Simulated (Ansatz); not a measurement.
**O-17 NMR of the central transition in H₇ClO₃**

Cell: a Materials Project structure (computed, not necessarily an observed phase), atoms as given.

```cif
data_H7ClO3
_symmetry_space_group_name_H-M 'Cc'
_symmetry_Int_Tables_number 9
_cell_length_a 7.4722
_cell_length_b 10.0357
_cell_length_c 6.6749
_cell_angle_alpha 90.000
_cell_angle_beta 123.238
_cell_angle_gamma 90.000
loop_
_atom_site_label
_atom_site_type_symbol
_atom_site_symmetry_multiplicity
_atom_site_Wyckoff_symbol
_atom_site_fract_x
_atom_site_fract_y
_atom_site_fract_z
H1 H 4 a 0.8125 0.9921 0.4459
H2 H 4 a 0.8028 0.8797 0.6022
H5 H 4 a 0.2444 0.9340 0.2392
H6 H 4 a 0.4997 0.9653 0.3798
H9 H 4 a 0.7326 0.7835 0.2761
H10 H 4 a 0.3100 0.0992 0.2757
H11 H 4 a 0.3171 0.2505 0.1090
Cl Cl 4 a 0.4819 0.6608 0.4748
O17 O 4 a 0.7253 0.9156 0.4380
O19 O 4 a 0.3594 0.9961 0.3541
O21 O 4 a 0.2358 0.2138 0.1731
```

One atom of each set is listed; the run and its k-mesh use a cell of 22 atoms with edges of 6.26, 6.26, 6.67 Å.

The numbers come from a DFT calculation in Ansatz (r2SCAN, plane waves and PAW, scalar-relativistic, 500 eV cutoff, Γ-centred 4×4×4 k-points, Fermi–Dirac smearing 0.02 eV).

O-17 has I = 5/2 and Q = -25.58 mb (Pyykkö 2018); at 16.4 T its Larmor frequency is ν₀ = 94.7 MHz. Only the quadrupole interaction is simulated: positions count from each site's isotropic chemical shift, and J coupling is left out, as are shift anisotropy and dipolar coupling, which fast spinning averages.

Q: Give C_Q, η, the quadrupolar product P_Q = |C_Q|(1 + η²/3)^½, the second-order isotropic shift and the breadth of the pattern (fast magic-angle spinning) for each O site.

A: 

```
site                                         first shell  C_Q (MHz)     η  P_Q (MHz)  δ_QIS (ppm)  breadth (kHz)
 O17  2 H at 0.99 Å, angle 105°; also 2 H at 1.59–1.73 Å       7.13  0.91       8.05        -43.4           9.15
 O19                                  3 H at 1.00–1.13 Å       7.64  0.42       7.85        -41.3           9.05
 O21                                  3 H at 0.99–1.30 Å       7.99  0.66       8.55        -48.9           10.7
```

δ_QIS = −(ν_Q²/30ν₀²)[I(I+1) − 3/4](1 + η²/3) × 10⁶ ppm with ν_Q = 3|C_Q|/[2I(2I−1)]; it falls as 1/B₀² in ppm, and the breadth as 1/B₀ in kHz.

At O19 V_zz stands upright on the plane through its three neighbours (within 9°).
